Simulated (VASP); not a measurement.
# PbS, self-consistent run: which settings are enough?

PbS, I4mm (no. 107), 2 atoms in the cell. PBE; PAW potentials Pb_d, S (PBE set). VASP 6.6.1. The cell is changed on purpose: last atom moved by 0.04 Å along z, cell strained by +1.0% along z.

Wanted: energy within 2 meV/atom; forces within 0.01 eV/Å.

What the run is for: forces; Accuracy asked: standard.

POSCAR:
```
PbS
1.0
    0.0000000000      2.9657500000      2.9954075000
    2.9657500000      0.0000000000      2.9954075000
    2.9657500000      2.9657500000      0.0000000000
Pb S
1 1
Direct
    0.0000000000      0.0000000000      0.0000000000
    0.5067436600      0.5067436600      0.4932563400
```

The series start from Plane-wave cutoff (eV): 340; k-point mesh: 7 × 7 × 7; Precision mode (PREC): Accurate; Electronic threshold (eV): 1e-6; Bands in all (NBANDS): 20; Aspherical gradient terms in the spheres (LASPH): yes; Electronic algorithm: ALGO=Normal; Support grid and gradient cutoff: ADDGRID=False GGA_COMPAT=False; Density mixing: defaults. Each series keeps the choices made before it, and each single choice may use up half of a tolerance.

## Plane-wave cutoff (eV)

| Plane-wave cutoff (eV) | Energy less reference (meV/atom) | Forces, largest deviation (eV/Å) | SCF iterations | Time (s) |
|---|---|---|---|---|
| 210 | 21.3 | 0.004 | 13 | 5.2 |
| 260 | 3.9 | 0.001 | 12 | 5.5 |
| 300 | 2.1 | 0.000 | 12 | 5.6 |
| 340 | 1.4 | 0.000 | 12 | 10 |
| 390 | 0.3 | 0.000 | 12 | 11 |
| 460 | 0.1 | 0.000 | 12 | 14 |
| 550 | 0.2 | 0.000 | 12 | 12 |
| 690 (reference) | 0.0 | 0.000 | 12 | 18 |

Chosen: 390, the loosest value from which every tighter one stays within half of the tolerance.

## k-point mesh

| k-point mesh | Energy less reference (meV/atom) | Forces, largest deviation (eV/Å) | SCF iterations | Time (s) |
|---|---|---|---|---|
| 2 × 2 × 2 | 670.0 | 0.616 | 16 | 3.2 |
| 3 × 3 × 3 | -56.2 | 0.013 | 12 | 2.9 |
| 4 × 4 × 4 | 6.2 | 0.047 | 12 | 4.6 |
| 5 × 5 × 5 | -6.3 | 0.005 | 12 | 5.6 |
| 7 × 7 × 7 | -1.1 | 0.001 | 12 | 11 |
| 8 × 8 × 8 | -0.3 | 0.003 | 12 | 15 |
| 10 × 10 × 10 | 0.0 | 0.001 | 12 | 28 |
| 13 × 13 × 13 (reference) | 0.0 | 0.000 | 12 | 49 |

Chosen: 8 × 8 × 8.

## Precision mode (PREC)

| Precision mode (PREC) | Energy less reference (meV/atom) | Forces, largest deviation (eV/Å) | SCF iterations | Time (s) |
|---|---|---|---|---|
| Low | -1.6 | 0.001 | 13 | 8.7 |
| SingleN | -1.6 | 0.001 | 13 | 8.3 |
| Normal | 0.0 | 0.000 | 12 | 8.9 |
| Accurate (reference) | 0.0 | 0.000 | 12 | 15 |

Chosen: Normal.

## Electronic threshold (eV)

| Electronic threshold (eV) | Energy less reference (meV/atom) | Forces, largest deviation (eV/Å) | SCF iterations | Time (s) |
|---|---|---|---|---|
| 0.001 | 0.1 | 0.000 | 9 | 6.8 |
| 0.0001 | 0.0 | 0.000 | 11 | 8.8 |
| 1e-5 | 0.0 | 0.000 | 12 | 10 |
| 1e-6 | 0.0 | 0.000 | 12 | 8.9 |
| 1e-7 | 0.0 | 0.000 | 13 | 9.6 |
| 1e-8 (reference) | 0.0 | 0.000 | 17 | 12 |

Chosen: 0.001.

## Bands in all (NBANDS)

| Bands in all (NBANDS) | Energy less reference (meV/atom) | Forces, largest deviation (eV/Å) | SCF iterations | Time (s) |
|---|---|---|---|---|
| 11 | 0.0 | 0.001 | 9 | 4.4 |
| 12 | 0.0 | 0.001 | 9 | 4.6 |
| 14 | 0.0 | 0.001 | 9 | 4.8 |
| 16 | 0.0 | 0.000 | 9 | 5.6 |
| 20 | 0.0 | 0.001 | 9 | 6.8 |
| 30 (reference) | 0.0 | 0.000 | 9 | 9.4 |

Chosen: 11.

## Aspherical gradient terms in the spheres (LASPH)

| Aspherical gradient terms in the spheres (LASPH) | Energy less reference (meV/atom) | Forces, largest deviation (eV/Å) | SCF iterations | Time (s) |
|---|---|---|---|---|
| no | 0.0 | 0.000 | 9 | 3.7 |
| yes (reference) | 0.0 | 0.000 | 9 | 4.4 |

Chosen: no.

## Electronic algorithm

| Electronic algorithm | Energy less reference (meV/atom) | Forces, largest deviation (eV/Å) | SCF iterations | Time (s) |
|---|---|---|---|---|
| ALGO=Normal | 0.0 | 0.000 | 9 | 3.7 |
| ALGO=Fast | -0.3 | 0.000 | 11 | 4.2 |
| ALGO=VeryFast | 2.5 | 0.004 | 18 | 5.4 |
| ALGO=All ISEARCH=1 | 0.0 | 0.001 | 12 | 4.4 |
| ALGO=All ISEARCH=0 | 0.0 | 0.001 | 12 | 4.4 |
| ALGO=Damped TIME=0.4 | 1.0 | 0.005 | 18 | 5.5 |
| ALGO=Damped TIME=0.1 | 1.4 | 0.004 | 29 | 7.4 |
| ALGO=Old Fast | -0.2 | 0.001 | 10 | 5.1 |

Chosen: ALGO=Normal; no other choice that stays within half of the tolerance saves 30 % of the time.

## Support grid and gradient cutoff

| Support grid and gradient cutoff | Energy less reference (meV/atom) | Forces, largest deviation (eV/Å) | SCF iterations | Time (s) |
|---|---|---|---|---|
| ADDGRID=False GGA_COMPAT=False | 0.0 | 0.000 | 9 | 3.7 |
| ADDGRID=True GGA_COMPAT=False | 0.0 | 0.000 | 9 | 5.8 |
| ADDGRID=False GGA_COMPAT=True | 0.0 | 0.000 | 9 | 4.3 |

Chosen: ADDGRID=False GGA_COMPAT=False.

## Density mixing

| Density mixing | Energy less reference (meV/atom) | Forces, largest deviation (eV/Å) | SCF iterations | Time (s) |
|---|---|---|---|---|
| defaults | 0.0 | 0.000 | 9 | 3.7 |
| AMIX=0.2 | -0.1 | 0.001 | 11 | 5.6 |
| BMIX=0.0001 | -0.1 | 0.000 | 10 | 4.8 |
| WC=0 | 0.0 | 0.000 | 10 | 4.1 |
| AMIX=0.1 | 0.0 | 0.000 | 11 | 5.3 |
| AMIN=0.01 | 0.0 | 0.000 | 9 | 4.5 |
| AMIX=0.4 IMIX=1 | 0.5 | 0.001 | 9 | 3.5 |

Chosen: defaults.

## All choices together

| Input | Energy less reference (meV/atom) | Forces, largest deviation (eV/Å) | Time (s) |
|---|---|---|---|
| the program's defaults (naive) | 10.5 | 0.052 | 1.5 |
| chosen settings | 0.1 | 0.003 | 3.7 |
| reference settings throughout | 0.0 | 0.000 | 173 |

The tolerance is met.

Values of the reference run: Forces: 0, 0, 0.01307, 0, 0, -0.01307 eV/Å.

## The input

INCAR:
```
  GGA = PE
  ISMEAR = 0
  SIGMA = 0.03
  LWAVE = False
  LCHARG = False
  ISIF = 2
  PREC = Normal
  LASPH = False
  LREAL = False
  ALGO = Normal
  EDIFF = 0.001
  NELM = 120
  GGA_COMPAT = False
  ENCUT = 390
  EFERMI = MIDGAP
  NBANDS = 11
  ADDGRID = False
```

KPOINTS:
```
Automatic mesh
0
Gamma
  8 8 8
  0 0 0
```

Commands:
```
cat potpaw_PBE.64/Pb_d/POTCAR potpaw_PBE.64/S/POTCAR > POTCAR
mpirun -np 1 vasp_std > vasp.out
```

The chosen input took VASP 6.6.1 3.7 s on 1 core (Intel Xeon 6975P-C (Granite Rapids)), a shared host.

## An input that fails: cutoff far too low

It runs to its end, but against the unchanged starting input it is off by 18998.2 meV/atom in the energy, 0.062 eV/Å in the forces.

Changes against the starting input:
```
- NELM = 120
- ENCUT = 340
+ NELM = 90
+ ENCUT = 120
```
